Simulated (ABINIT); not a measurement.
Input of an ABINIT 10.8.3 (patched build) run:

Contents of run.abi:

```
# Datasets: one volume each
ndtset 7
getwfk -1
scalecart1 3*0.9795861087
scalecart2 3*0.9864848297
scalecart3 3*0.9932883884
scalecart4 3*1.0000000000
scalecart5 3*1.0066227096
scalecart6 3*1.0131594038
scalecart7 3*1.0196128224

# Pseudopotentials
pp_dirpath "./"
pseudos "C.upf"

# Structure
acell 2.5220660407 2.5220660407 2.5220660407 Angstrom
rprim
     0.0000000000     0.7071067812     0.7071067812
     0.7071067812     0.0000000000     0.7071067812
     0.7071067812     0.7071067812     0.0000000000
ntypat 1
znucl 6
natom 2
typat 1 1
xred
     0.7500000000     0.7500000000     0.7500000000
     0.5000000000     0.5000000000     0.5000000000

# Plane-wave basis
ecut 41.0

# k points
kptopt 1
ngkpt 13 13 13
nshiftk 1
shiftk 0.0 0.0 0.0

# Exchange and correlation
ixc -109134

# Bands and occupations
nband 8
occopt 3
tsmear 0.00183747

# SCF cycle
nstep 100
tolvrs 1.0e-10

# Output
iomode 3
prtwf 1
prtden 0
prteig 0
prtebands 0
enunit 2
```

Potentials or basis: PseudoDojo NC SR PBE v0.4.1 standard.

The run is started by

```sh
$ abinit run.abi > log 2>&1
```

Q: Estimate the pressure derivative of the bulk modulus.

A: 3.7.

Q: Predict the equilibrium volume.

A: 5.71 Å³/atom.

Q: Predict the bulk modulus.

A: 431 GPa.

Energy against volume, from the lowest point:
```csv
volume (Å³/atom),energy (meV/atom)
5.332,37.83
5.445,17.89
5.558,5.50
5.672,0.00
5.785,0.78
5.899,7.27
6.012,18.96
```

Caveat: pressures at fixed basis lie under the slope of the energies; the potentials were made for another functional, which shifts forces and pressure.

**Experimental background.**

From “Equation of state of cubic boron nitride at high pressures and temperatures”, 2007, arxiv:cond-mat/0702656, for a bulk crystal of C: bulk modulus 444.8 ± 0.8 GPa.

Measured bulk modulus of C: 444.8 GPa (quoted in “Equation of state of cubic boron nitride at high pressures and temperatures”, 2007, arxiv:cond-mat/0702656). This calculation gives 431 GPa (-3.1 %). 3 values of this kind are on record (442 to 444.8 GPa); this one was drawn at random among those near their median, those with a stated uncertainty first. The fit is for a static lattice scaled at fixed shape and fixed fractional positions.
